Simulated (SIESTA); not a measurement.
Crystal: TaN.

```
Ta N
1.0
     0.00000    2.21132    2.21132
     2.21132    0.00000    2.21132
     2.21132    2.21132    0.00000
Ta N
1 1
Direct
  0.50000 0.50000 0.50000
  0.00000 0.00000 0.00000
```

The cell comes from a database or a generator and needn't be the stable form of this composition.

* Program: SIESTA 5.4.2
* Task: single point
* Functional: PBEsol
* Potentials or basis: PseudoDojo 0.4 standard (PBEsol files)
* Basis: DZP (energy shift 0.003 Ry; two zetas on semicore shells)
* Grid cutoff: 800 Ry
* Energy shift: 0.003 Ry
* k mesh: 10 × 10 × 10
* Occupations: fermi-dirac, width 0.05 eV
* Spin: no spin polarisation

On this cell: pressure -4.7 GPa; largest force zero by symmetry; band gap on the k mesh none (metal or under the smearing width).

The same run follows on a disturbed copy (atoms moved at random, drawn with an rms of 0.05 Å):

```xyz
2
Lattice="0.0000 2.2113 2.2113 2.2113 0.0000 2.2113 2.2113 2.2113 0.0000" Properties=species:S:1:pos:R:3 pbc="T T T"
Ta    2.2405    2.3053    2.2063
N     0.0022    0.0062   -0.0610
```

Q: What does the disturbed cell give?

A: The energy (extrapolated to zero smearing) moves by +20.0 meV/atom; pressure -2.9 GPa; largest force 0.806 eV/Å; band gap on the k mesh none (metal or under the smearing width).

Forces in eV/Å, atoms in the order of the input:
```
Ta  -0.205 -0.645 -0.436
N    0.206  0.644  0.439
```

Stress tensor (GPa, compression positive):
```
-4.04 -0.20 -0.11
-0.20 -1.55 -0.32
-0.11 -0.32 -3.11
```

Caveats: short orbitals over semicore shells can move pressures by several GPa; the basis of atomic orbitals isn't converged, which shifts pressures, moduli and gaps.
